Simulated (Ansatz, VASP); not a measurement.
# Al in VASP and in Ansatz

The input INCAR:

```
PREC     = Accurate       # precision mode
ENCUT    = 520            # plane-wave cutoff, eV
EDIFF    = 1E-6           # SCF threshold, eV
ISMEAR   = 0              # smearing method
SIGMA    = 0.1            # smearing width, eV
LREAL    = F              # projectors in reciprocal space
LASPH    = T              # aspherical terms in the spheres
NELM     = 60             # most SCF steps
ALGO     = Normal         # electronic algorithm
ISIF     = 2              # what is computed and relaxed
LWAVE    = F              # write WAVECAR
LCHARG   = T              # write CHGCAR
GGA      = PS             # functional
LELF     = T              # ELF
LVHAR    = T            
NBANDS   = 8              # bands
```

File KPOINTS:

```
regular mesh
0
Gamma
  14 14 14
```

The input POSCAR:

```
Al
1.0
    0.0000000000      2.0248050000      2.0248050000
    2.0248050000      0.0000000000      2.0248050000
    2.0248050000      2.0248050000      0.0000000000
Al
1
Direct
    0.0000000000      0.0000000000      0.0000000000
```

Input for Ansatz:

```yaml
crystal:
  lattice:
    - [0.0, 2.024805, 2.024805]
    - [2.024805, 0.0, 2.024805]
    - [2.024805, 2.024805, 0.0]
  atoms:
    - { symbol: Al, position: [0.0, 0.0, 0.0] }
kpoints:
  mp_grid:
    grid: [14, 14, 14]
hamiltonian:
  xc: pbesol
  pseudopotentials:
    kind: paw
scf:
  occupations:
    method: gaussian
    width: 0.1
output:
  stress: true
```

Alike in both runs: task single point; functional PBEsol; k mesh 14 × 14 × 14; occupations gaussian, width 0.1 eV; no spin polarisation.

|  | VASP | Ansatz |
| --- | --- | --- |
| version | VASP 6.6.1 | Ansatz 0.2.0 |
| potentials or method | VASP PAW PBE potentials, release 64 (Al) | plane waves, PAW |
| plane-wave cutoff (eV) | 520 | 420 |
| valence electrons in the cell | 3 | 3 |

```tsv
	VASP	Ansatz	Ansatz less VASP
pressure (GPa)	-2.2	-2.2	-0.05
```

With one functional, cell and mesh, what is left measures potentials, basis and numerics.

Caveats: the PAW data sets were made with another functional, which shifts forces and pressure a little (VASP).
